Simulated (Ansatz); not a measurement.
Crystal: LiCl.

```
Cl Li
1.0
     0.00000    2.56477    2.56477
     2.56477    0.00000    2.56477
     2.56477    2.56477    0.00000
Cl Li
1 1
Direct
  0.50000 0.50000 0.50000
  0.00000 0.00000 0.00000
```

* Program: Ansatz 0.2.0
* Task: relaxation of cell and atoms
* Functional: PBEsol
* Dispersion: D4
* Potentials or basis: all-electron LAPW, scalar-relativistic
* Basis error allowed: 0.001 eV/atom
* k mesh: 9 × 9 × 9
* Occupations: fermi-dirac, width 0.05 eV
* Spin: no spin polarisation

At the start: volume 16.87 Å³/atom.

Q: How do energy, volume and symmetry change on relaxing?

A: Over 5 steps the energy falls by 5.8 meV/atom and the volume is 15.92 Å³/atom (-5.6 %); space group Fm-3m (No. 225, to 0.05 Å).

Step by step:
| step | energy change (eV) | largest force (eV/Å) | volume (Å³) |
| --- | --- | --- | --- |
| 1 | 0.0000 | 0.0000 | 33.74 |
| 2 | -0.0103 | 0.0000 | 32.46 |
| 3 | -0.0116 | 0.0000 | 31.79 |
| 4 | -0.0116 | 0.0000 | 31.85 |
| 5 | -0.0116 | 0.0000 | 31.85 |

Final structure:
```
Cl Li
1.0
     0.00000    2.51582    2.51582
     2.51582    0.00000    2.51582
     2.51582    2.51582    0.00000
Cl Li
1 1
Direct
  0.50000 0.50000 0.50000
  0.00000 0.00000 0.00000
```
